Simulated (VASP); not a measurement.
# CdTe (F-43m) in VASP: further runs

Runs on CdTe. Level: PBE. Tasks: relaxation of cell and atoms, relaxation of the atoms.

Program: VASP 6.6.1. These are calculated values, not measurements. Logs are shortened: lines on timing, memory, paths and dates and some standing lists are left out, and cuts for length are marked.

**Measured values to compare with.**

A printed reference work, data compilation reports, for a bulk crystal of CdTe at 0 K: band gap 1.607 eV.

How close the calculation comes is told below.

### Step 1. The structure

The structure is cubic, space group F-43m (No. 216). Conventional cell: a = 6.614 Å, b = 6.614 Å, c = 6.614 Å, α = 90.00°, β = 90.00°, γ = 90.00°. Cd (site symmetry -43m) has 4 Te at 2.86 Å as nearest neighbours. Te (site symmetry -43m) is surrounded by 4 Cd at 2.86 Å.

### Step 2. Relaxation of cell and atoms, PBE

Input file INCAR:

```
PREC = Accurate
ENCUT = 300
EDIFF = 1E-7
ISMEAR = 0
SIGMA = 0.03
LREAL = False
LASPH = True
NELM = 80
ALGO = Normal
ISIF = 3
LWAVE = False
LCHARG = False
GGA = PE
IBRION = 2
NSW = 90
EDIFFG = -0.005
```

Input file KPOINTS:

```
Automatic mesh
0
Gamma
  4 4 4
```

Input file POSCAR:

```
CdTe                                    
1.0
    0.0000000000      3.3071792139      3.3071792139
    3.3071792139      0.0000000000      3.3071792139
    3.3071792139      3.3071792139      0.0000000000
  Cd              Te            
     1     1
Direct
     0.0000000000000000    0.0000000000000000    0.0000000000000000
     0.2500000000000000    0.2500000000000000    0.2500000000000000
```

Potentials or basis: VASP PAW PBE potentials, release 64 (Cd, Te).

Launch:

```bash
> cat potpaw_PBE.64/Cd/POTCAR potpaw_PBE.64/Te/POTCAR > POTCAR
> mpirun -np 1 vasp_std > vasp.out
```

OUTCAR:

```text
PREC = Accurate
   ENCUT = 300
   EDIFF = 1E-7
   ISMEAR = 0
   LREAL = False
   LASPH = True
   NELM = 80
   ISIF = 3
   GGA = PE
   IBRION = 2
   NSW = 90
   EDIFFG = -0.005

 ion  position               nearest neighbor table
   1  0.000  0.000  0.000-   2 2.86   2 2.86   2 2.86   2 2.86
   2  0.250  0.250  0.250-   1 2.86   1 2.86   1 2.86   1 2.86

  LATTYP: Found a face centered cubic cell.
 ALAT       =     6.6143584278

  Lattice vectors:

 A1 = (   0.0000000000,   3.3071792139,   3.3071792139)
 A2 = (   3.3071792139,   0.0000000000,   3.3071792139)
 A3 = (   3.3071792139,   3.3071792139,   0.0000000000)

Analysis of symmetry for initial positions (statically):
=====================================================================
 Subroutine PRICEL returns:
 Original cell was already a primitive cell.

 Routine SETGRP: Setting up the symmetry group for a
 face centered cubic supercell.

 Subroutine GETGRP returns: Found 24 space group operations
 (whereof 24 operations were pure point group operations)
 out of a pool of 48 trial point group operations.

The static configuration has the point symmetry T_d .

Analysis of symmetry for dynamics (positions and initial velocities):
=====================================================================
 Subroutine PRICEL returns:
 Original cell was already a primitive cell.

 Routine SETGRP: Setting up the symmetry group for a
 face centered cubic supercell.

 Subroutine GETGRP returns: Found 24 space group operations
 (whereof 24 operations were pure point group operations)
 out of a pool of 48 trial point group operations.

The dynamic configuration has the point symmetry T_d .

 Subroutine INISYM returns: Found 24 space group operations
 (whereof 24 operations are pure point group operations),
 and found     1 'primitive' translations

----------------------------------------------------------------------------------------

                                     Primitive cell

  volume of cell :      72.3441

  direct lattice vectors                    reciprocal lattice vectors
     0.000000000  3.307179214  3.307179214    -0.151186243  0.151186243  0.151186243
     3.307179214  0.000000000  3.307179214     0.151186243 -0.151186243  0.151186243
     3.307179214  3.307179214  0.000000000     0.151186243  0.151186243 -0.151186243

  length of vectors
     4.677057697  4.677057697  4.677057697     0.261862254  0.261862254  0.261862254

  position of ions in fractional coordinates (direct lattice)
     0.000000000  0.000000000  0.000000000
[... 58 lines left out ...]
   LASPH  =      T    aspherical Exc in radial PAW
   ENCUT  =  300.0 eV  22.05 Ry    4.70 a.u.   6.61  6.61  6.61*2*pi/ulx,y,z
   NELM   =     80;   NELMIN=  2; NELMDL= -5     # of ELM steps
   EDIFF  = 0.1E-06   stopping-criterion for ELM
   LREAL  =      F    real-space projection
   EDIFFG = -.5E-02   stopping-criterion for IOM
   NSW    =     90    number of steps for IOM
   IBRION =      2    ionic relax: 0-MD 1-quasi-New 2-CG
   NFREE  =      1    steps in history (QN), initial steepest desc. (CG)
   ISIF   =      3    stress and relaxation
   ISYM   =      2    0-nonsym 1-usesym 2-fastsym
   POTIM  = 0.5000    time-step for ionic-motion
   TEBEG  =    0.0;   TEEND  =   0.0 temperature during run
   PSTRESS=    0.0 pullay stress
   NELECT =      18.0000    total number of electrons
   NUPDOWN=      -1.0000    fix difference up-down
   EMIN   =  10.00;   EMAX   =-10.00  energy-range for DOS
   EFERMI =   0.00;   METHOD = LEGACY
   ISMEAR =     0;   SIGMA  =   0.03  broadening in eV -4-tet -1-fermi 0-gaus
   EFERMI_NEDOS =   21; number of points for ismear=-14 and -15
   IALGO  =     38    algorithm
   IMIX   =      4    mixing-type and parameters
     AMIX     =   0.40;   BMIX     =  1.00
     AMIX_MAG =   1.60;   BMIX_MAG =  1.00
  volume/ion in A,a.u.               =      36.17       244.10
  Fermi-wavevector in a.u.,A,eV,Ry     =   1.029670  1.945794 14.425165  1.060220
  Thomas-Fermi vector in A             =   2.163729
   LORBIT       =      0    0 simple, 1 ext, 2 COOP (PROOUT), +10 PAW based schemes
   GGA     = PE    functional components
   LHFCALC =     F    Hartree Fock is set to
   AEXX    =    0.0000 exact exchange contribution
   IVDW    =     0    specifies the selected vdW correction
   LEPSILON=     F    determine dielectric tensor
   LRPA    =     F    only Hartree local field effects (RPA)
 conjugate gradient relaxation of ions
 non-spin polarized calculation
 Gauss-broadening in eV      SIGMA  =   0.03
  energy-cutoff  :      300.00
  volume of cell :       72.34
 maximum number of plane-waves:       876
 NGX is ok and might be reduce to    28
   NGX = 13   NGY = 13   NGZ = 13

--------------------------------------- Ionic step        1  -------------------------------------------

 number of electron      17.9999985 magnetization

 Free energy of the ion-electron system (eV)
  ---------------------------------------------------
  ext. energy  EPLUGINS =         0.00000000
  ---------------------------------------------------
  free energy    TOTEN  =        -4.75314519 eV

  energy without entropy =       -4.75314519  energy(sigma->0) =       -4.75314519

------------------------ aborting loop because EDIFF is reached ----------------------------------------

  FORCE on cell =-STRESS in cart. coord.  units (eV):
  Direction    XX          YY          ZZ          XY          YZ          ZX
  --------------------------------------------------------------------------------------
  -------------------------------------------------------------------------------------
  Total        0.1522259      0.1522259      0.1522259     -0.0000000      0.0000000     -0.0000000
  in kB        3.3712893      3.3712893      3.3712893     -0.0000000      0.0000000     -0.0000000
  external PRESSURE =       3.3712893 kB  Pullay stress =       0.0000000 kB
[... 59 lines left out ...]
--------------------------------------- Ionic step        3  -------------------------------------------

 number of electron      17.9999986 magnetization

 Free energy of the ion-electron system (eV)
  ---------------------------------------------------
  ext. energy  EPLUGINS =         0.00000000
  ---------------------------------------------------
  free energy    TOTEN  =        -4.75384417 eV

  energy without entropy =       -4.75384417  energy(sigma->0) =       -4.75384417

 E-fermi :   1.9026     XC(G=0):  -8.2634

 val. band max:        1.7643614902   @ k =   0.0000   0.0000   0.0000
 cond. band min:       2.3047876933   @ k =   0.0000   0.0000   0.0000
 fundamental gap:      0.5404262031
 Fermi energy:         1.9025855339

 k-point     1 :       0.0000    0.0000    0.0000
  band No.  band energies     occupation
      1      -9.0291      2.00000
      2      -6.3184      2.00000
      3      -6.3184      2.00000
      4      -6.3184      2.00000
      5      -6.1076      2.00000
      6      -6.1076      2.00000
      7       1.7644      2.00000
      8       1.7644      2.00000
      9       1.7644      2.00000
     10       2.3048      0.00000
     11       6.3836      0.00000
     12       6.3836      0.00000
     13       6.3836      0.00000
[... 139 lines left out ...]
  FREE ENERGIE OF THE ION-ELECTRON SYSTEM (eV)
  ---------------------------------------------------
  free  energy   TOTEN  =        -4.7538441678 eV

  energy  without entropy=       -4.7538441678  energy(sigma->0) =       -4.75384417

 reached required accuracy - stopping structural energy minimisation
```

Run time: 18 s. Hardware: 1 thread of Intel Xeon Platinum 8488C (Sapphire Rapids), shared host; peak memory 0.15 GiB.

The run converged, but some of its settings lie outside the range that counts as converged, so its numbers aren't taken as properties of the crystal.

What came out:

```
Free energy                            : -4.7538 eV
Relaxed volume                         : 36.51 Å³/atom
Relaxed cell                           : a = 4.691 Å, b = 4.691 Å, c = 4.691 Å, α = 60.00°, β = 60.00°, γ = 60.00°
Space group after relaxing (to 0.05 Å) : F-43m (No. 216)
Energy gained by relaxing              : 0.3 meV/atom
Ionic steps                            : 3
Band gap on the k mesh                 : 0.54 eV, direct
```

Caveat: the cutoff is under 1.25 times the usual one of these potentials, so pressure, stress and relaxed cells hold a basis-set (Pulay) error; spin-orbit coupling is left out, which moves the levels of the heavy elements.

### Step 3. Relaxation of the atoms, PBE (a relaxed cell with its volume scaled by 0.94)

INCAR, as its differences from that of step 2:

```diff
@@ -9,3 +9,3 @@
 ALGO = Normal
-ISIF = 3
+ISIF = 2
 LWAVE = False
@@ -14,3 +14,3 @@
 IBRION = 2
-NSW = 90
-EDIFFG = -0.005
+NSW = 40
+EDIFFG = -0.01
```

KPOINTS is that of step 2.

Input file POSCAR:

```
CdTe                                    
1.0
   -0.0000000000      3.2496305540      3.2496305540
    3.2496305540      0.0000000000      3.2496305540
    3.2496305540      3.2496305540     -0.0000000000
  Cd              Te            
     1     1
Direct
     0.0000000000000000    0.0000000000000000    0.0000000000000000
     0.2500000000000000    0.2500000000000000    0.2500000000000000
```

Potentials or basis: VASP PAW PBE potentials, release 64 (Cd, Te).

Launch:

```bash
> cat potpaw_PBE.64/Cd/POTCAR potpaw_PBE.64/Te/POTCAR > POTCAR
> mpirun -np 1 vasp_std > vasp.out
```

Wall time 8.6 s (1 thread of Intel Xeon Platinum 8488C (Sapphire Rapids), shared host); peak memory 0.14 GiB.

It converged, with:

```yaml
Free_energy: -4.7207 eV
Band_gap_on_the_k_mesh: 0.73 eV, direct
```

Final structure:
```yaml
crystal:
  lattice:
    - [0.00000, 3.24963, 3.24963]
    - [3.24963, 0.00000, 3.24963]
    - [3.24963, 3.24963, 0.00000]
  atoms:
    - { symbol: Cd, position: [0.00000, 0.00000, 0.00000] }
    - { symbol: Te, position: [0.25000, 0.25000, 0.25000] }
```

Levels at points of the mesh, in eV from the valence-band top:
```
           k point  band 5  band 6  band 7  band 8  band 9  band 10  band 11  band 12  band 13
(0.00, 0.00, 0.00)   -8.02   -8.02    0.00    0.00    0.00     0.73     4.58     4.58     4.58
(0.50, 0.00, 0.00)   -8.01   -7.67   -4.39   -0.77   -0.77     1.79     5.17     5.17     7.07
(0.50, 0.50, 0.00)   -7.99   -7.53   -4.28   -1.84   -1.84     2.61     2.66     8.80     9.07
```

Caveat: the cutoff is under 1.25 times the usual one of these potentials, so pressure, stress and relaxed cells hold a basis-set (Pulay) error; the relaxation stopped at its first step, so nothing moved; spin-orbit coupling is left out, which moves the levels of the heavy elements.

### Step 4. Relaxation of the atoms, PBE (a relaxed cell with its volume scaled by 0.96)

INCAR is that of step 3.

KPOINTS is that of step 3.

Input file POSCAR:

```
CdTe                                    
1.0
   -0.0000000000      3.2725160302      3.2725160302
    3.2725160302      0.0000000000      3.2725160302
    3.2725160302      3.2725160302     -0.0000000000
  Cd              Te            
     1     1
Direct
     0.0000000000000000    0.0000000000000000    0.0000000000000000
     0.2500000000000000    0.2500000000000000    0.2500000000000000
```

Launch:

```bash
> cat potpaw_PBE.64/Cd/POTCAR potpaw_PBE.64/Te/POTCAR > POTCAR
> mpirun -np 1 vasp_std > vasp.out
```

Wall time 9.9 s (1 thread of Intel Xeon Platinum 8488C (Sapphire Rapids), shared host); peak memory 0.15 GiB.

It converged, with:

* Free energy: -4.7395 eV
* Band gap on the k mesh: 0.66 eV, direct

Final structure:
```xyz
2
Lattice="0.0000 3.2725 3.2725 3.2725 0.0000 3.2725 3.2725 3.2725 0.0000" Properties=species:S:1:pos:R:3 pbc="T T T"
Cd    0.0000    0.0000    0.0000
Te    1.6363    1.6363    1.6363
```

Levels at points of the mesh, in eV from the valence-band top:
```tsv
k point	band 7	band 8	band 9	band 10	band 11	band 12
(0.00, 0.00, 0.00)	0.00	0.00	0.00	0.66	4.60	4.60
(0.50, 0.00, 0.00)	-4.27	-0.74	-0.74	1.77	5.18	5.18
(0.50, 0.50, 0.00)	-4.18	-1.77	-1.77	2.65	2.66	8.68
```

Caveat: the cutoff is under 1.25 times the usual one of these potentials, so pressure, stress and relaxed cells hold a basis-set (Pulay) error; the relaxation stopped at its first step, so nothing moved; spin-orbit coupling is left out, which moves the levels of the heavy elements.

(Continued in part 2 of 2.)
